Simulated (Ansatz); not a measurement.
# YN: the cell at several levels of theory

One table from this session's results is given with a row withheld; the runs are named, their logs left out.

Program: Ansatz 0.2.0. PAW datasets, plane waves, zero pressure. No spin polarisation and no zero-point or thermal motion.

## The system as given

Space group Fm-3m (No. 225), cubic; a = 4.897 Å in the conventional setting, 14.68 Å³ an atom. Around Y lie 6 N at 2.45 Å; around N lie 6 Y at 2.45 Å.

Structure file:

```xyz
2
Lattice="0.0000 2.4484 2.4484 2.4484 0.0000 2.4484 2.4484 2.4484 0.0000" Properties=species:S:1:pos:R:3 pbc="T T T"
Y     0.0000    0.0000    0.0000
N     2.4484    2.4484    2.4484
```

The first run:

The input, input.yaml:

```yaml
crystal:
  lattice:
    - [0.0, 2.4483614544, 2.4483614544]
    - [2.4483614544, 0.0, 2.4483614544]
    - [2.4483614544, 2.4483614544, 0.0]
  atoms:
    - { symbol: "Y", position: [0.0, 0.0, 0.0] }
    - { symbol: "N", position: [0.5, 0.5, 0.5] }
kpoints:
  mp_grid: { grid: [8, 8, 8] }
hamiltonian:
  xc: pbe
scf:
  occupations: { method: fermi_dirac, width: 0.02 }
relax:
  f_tol: 0.005
  cell: {}
```

Command:

```sh
$ ansatz run input.yaml --threads 2 --pin off --max-ram 29491MiB --backend cpu --events-out ev --progress --plain --runs-dir out
```

Among the steps run: PBE: cell and atoms; Relaxing with r2SCAN; Relaxation with PBEsol; Relaxing with LDA; Relaxation with HSE06.

One of the session's tables, all rows but one given; the rest of the session is left out.

```
 level  a (Å)  volume (Å³/atom)
   PBE  4.906            14.763
r2SCAN  4.896            14.671
PBEsol  4.857            14.321
   LDA      ?                 ?
 HSE06  4.883            14.552
```

Q: Estimate the row for LDA from the others.

As computed: a (Å): 4.820; volume (Å³/atom): 14.000. In the column «a (Å)» it is the lowest.

In words: The first relaxation changed the volume by +0.6 % from the start. LDA gives the smallest cell and PBE the largest; they differ by 5.4 % in volume, a mean of 1.8 % in length. The meshes differ: PBE 8×8×8, r2SCAN 8×8×8, PBEsol 8×8×8, LDA 8×8×8, HSE06 6×6×6.
